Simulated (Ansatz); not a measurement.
**Polymorphs of MgS**

Level of theory: DFT PBE, scalar-relativistic, plane waves, PAW (Ansatz 0.2.0). All cells share a 420 eV cutoff and Γ-centred k meshes spaced at most about 0.3 Å⁻¹ (about 0.25 or finer for metals, 2π included). No spin polarisation.

Formation energies are uncorrected and refer to the elements' standard structures at the same level.

Temperature and zero-point effects are left out. Only the structures computed here compete, so a lower one can exist. Weakly bound directions are ill-defined at this level, which has no dispersion term (Cmmm, P6/mmm), and this can change margins and order among such cells. Kohn–Sham gaps at this level usually fall short of measured ones. The zero gap of Pm-3m may come from the functional, which often closes small gaps. The reference form of S is held partly by dispersion forces, which this level lacks.

Invented guesses and database cells were relaxed alike, and ends that match in structure were merged. ΔE counts from the first row. Coordination counts S atoms around Mg (those within 1.25 times the shortest such distance or 1.15 times the sum of covalent radii). The ends were matched against large subsets of the Crystallography Open Database and the Materials Project, so a missing match doesn't prove that a structure is unreported.

```csv
#,reached from,type and space group,atoms,Å³/atom,coordination,ΔE (meV/atom),gap on mesh (eV),in databases,checks
1,a cell as deposited in COD,"rock salt, Fm-3m (No. 225)",2,17.9,Mg 6,0,2.76,COD,no imaginary mode on a 4×4×4 q mesh
2,a Materials Project cell,"wurtzite, P6_3mc (No. 186)",4,23.1,Mg 4,5,3.38,Materials Project,-
3,"4-connected net, two elements alternating",P6_3mc (No. 186),8,23.1,Mg 4,10,3.37,no match,no imaginary mode on a 2×2×1 q mesh
4,a Materials Project cell,"zinc blende, F-43m (No. 216)",2,23.1,Mg 4,14,3.37,Materials Project,-
5,"4-connected net, two elements alternating",P4_2/mnm (No. 136),8,24.1,Mg 4,29,3.35,no match,no imaginary mode on a 1×1×2 q mesh
6,"4-connected net, two elements alternating, changed on relaxing",I4/mcm (No. 140),8,24.1,Mg 5,79,2.94,no match,-
7,"4-connected net, two elements alternating",Pm-3n (No. 223),12,28.4,Mg 4,81,3.05,no match,no imaginary mode at Γ (other wave vectors untested)
8,"4-connected net, two elements alternating",P4_12_12 (No. 92),8,22.4,Mg 4,132,2.85,no match,imaginary modes on a 1×1×2 q mesh (to 42i cm⁻¹)
9,"4-connected net, two elements alternating",Pa-3 (No. 205),16,21.3,Mg 4,134,2.47,no match,-
10,LaDy type (P-6m2),"tungsten carbide, P-6m2 (No. 187)",2,18.7,Mg 6,249,1.15,no match,-
11,TiMo type (Cmmm),Cmmm (No. 65),2,24.5,Mg 4,362,2.06,no match,-
12,TaRu type (Pm-3m),"caesium chloride, Pm-3m (No. 221)",2,17.6,Mg 8,621,0.00,no match,-
13,random cell,P6/mmm (No. 191),2,83.7,Mg 2,1050,2.45,no match,-
```

The lowest: Space group Fm-3m (No. 225), cubic, a = 5.230 Å. Mg has 6 S at 2.62 Å; S has 6 Mg at 2.62 Å. Its energy over the elements is −1.444 eV/atom. It is a structure that the Crystallography Open Database (COD) lists.

```cif
data_structure
_symmetry_space_group_name_H-M 'Fm-3m'
_symmetry_Int_Tables_number 225
_cell_length_a 5.2300
_cell_length_b 5.2300
_cell_length_c 5.2300
_cell_angle_alpha 90.000
_cell_angle_beta 90.000
_cell_angle_gamma 90.000
_cell_volume 143.06
loop_
_atom_site_label
_atom_site_type_symbol
_atom_site_symmetry_multiplicity
_atom_site_Wyckoff_symbol
_atom_site_fract_x
_atom_site_fract_y
_atom_site_fract_z
_atom_site_occupancy
Mg1 Mg 4 a 0.00000 0.00000 0.00000 1
S1 S 4 b 0.50000 0.00000 0.00000 1
```

The second: Space group P6_3mc (No. 186), hexagonal, a = 4.054 Å, c = 6.491 Å. Mg is surrounded by 4 S at 2.47 Å; S is surrounded by 4 Mg at 2.47 Å. Counting S atoms around Mg, the first has Mg 6 and the second has Mg 4. Shaken at random and relaxed again, row 1 came back. Shaken at random and relaxed again, row 11 falls into row 1, 0.36 eV/atom lower, so it is a saddle point or a shallow minimum. Shaken at random and relaxed again, row 3 came back. Shaken at random and relaxed again, row 5 came back. Shaken at random and relaxed again, row 8 came back. Shaken at random and relaxed again, row 9 came back. Cells without such a test can be saddle points.

```
Mg S
1.0
     4.05444    0.00000    0.00000
    -2.02722    3.51125    0.00000
     0.00000    0.00000    6.49143
Mg S
2 2
Cartesian
  0.0000 2.3408 6.4724
  2.0272 1.1704 3.2267
  0.0000 2.3408 2.4533
  2.0272 1.1704 5.6991
```

Some structure types and database cells were kept out of the candidates from the start, so a known form may be missing.
